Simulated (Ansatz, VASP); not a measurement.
# Two plane-wave programs on TiSi2

INCAR

```
  PREC = Accurate
  ENCUT = 520
  EDIFF = 1E-7
  ISMEAR = -1
  SIGMA = 0.05
  LREAL = False
  LASPH = True
  NELM = 100
  ALGO = Normal
  ISIF = 2
  LWAVE = False
  LCHARG = False
  GGA = B5
  ALDAX = 1.0
  AGGAX = 1.0
  AGGAC = 1.0
  ALDAC = 0.0
  NBANDS = 29
```

The input KPOINTS:

```
Automatic mesh
0
Gamma
  7 7 7
```

The input POSCAR:

```
TiSi2
1.0
    0.0000000000      4.1175163063      4.2628978354
    2.3895119538      0.0000000000      4.2628978354
    2.3895119538      4.1175163063      0.0000000000
Ti Si
2 4
Direct
    0.7500000000      0.7500000000      0.7500000000
    0.5000000000      0.5000000000      0.5000000000
    0.4125656100      0.0874343900      0.4125656100
    0.0874343900      0.4125656100      0.0874343900
    0.1625656100      0.8374343900      0.1625656100
    0.8374343900      0.1625656100      0.8374343900
```

input.yaml

```yaml
crystal:
  lattice:
    - [0.0, 4.1175163063, 4.2628978354]
    - [2.3895119538, 0.0, 4.2628978354]
    - [2.3895119538, 4.1175163063, 0.0]
  atoms:
    - { symbol: Ti, position: [0.75, 0.75, 0.75] }
    - { symbol: Ti, position: [0.5, 0.5, 0.5] }
    - { symbol: Si, position: [0.41256561, 0.08743439, 0.41256561] }
    - { symbol: Si, position: [0.08743439, 0.41256561, 0.08743439] }
    - { symbol: Si, position: [0.16256561, 0.83743439, 0.16256561] }
    - { symbol: Si, position: [0.83743439, 0.16256561, 0.83743439] }
hamiltonian:
  xc: blyp
  pseudopotentials: { kind: paw }
kpoints:
  mp_grid: { grid: [7, 7, 7] }
  band_path:
    path:
      - [[0.0, 0.0, 0.0], [0.5, 0.0, 0.5], [1.0, 0.5, 0.5], [0.5, 0.5, 0.0], [0.0, 0.0, 0.0], [0.0, 0.4127457158, 0.4127457158], [0.5, 0.2443551471, 0.7443551471], [0.5, 0.0, 0.5]]
      - [[1.0, 0.5, 0.5], [1.0, 0.5872542842, 0.5872542842]]
      - [[0.0, 0.4127457158, 0.4127457158], [0.5, 0.7556448529, 0.2556448529], [0.5, 0.5, 0.0]]
      - [[0.5, 0.5, 0.5], [0.0, 0.0, 0.0]]
    npoints: 14
scf:
  occupations: { method: fermi_dirac, width: 0.05 }
  n_extra_bands: 15
output:
  forces: true
  stress: true
  eigenvalues: true
  fatbands: false
  write_density: true
  write_potential: true
  elf: true
  volumetric_format: npy
```

The cell is a database's computed one.

Alike in both runs: functional BLYP; k mesh 7 × 7 × 7; occupations fermi-dirac, width 0.05 eV; no spin polarisation.

```csv
,VASP,Ansatz
version,VASP 6.6.1,Ansatz 0.2.0
potentials or method,"VASP PAW PBE potentials, release 64 (Ti_sv, Si)",Ansatz PAW
plane-wave cutoff (eV),520,420
valence electrons in the cell,40,40
task,single point,band structure
```

Ansatz gave:

- gap on the k mesh at the Fermi level (eV): none
- pressure (GPa): 8.9
- largest component of the traceless stress (GPa): 0.47
- rms of the force components (eV/Å): 0.008

Question: Which values does VASP return?

Answer: gap on the k mesh at the Fermi level (eV): none; pressure (GPa): 9.3; largest component of the traceless stress (GPa): 0.47; rms of the force components (eV/Å): 0.010.

Atom by atom the forces differ by 0.002 eV/Å (rms over components). A gap of «none» marks a metal or a gap that the smearing closes.

Caveats: the PAW data sets were made with another functional, which shifts forces and pressure a little (VASP); the PAW data sets come from PBE, with cores solved anew for the run's functional, which leaves a small shift of forces and pressure (Ansatz).
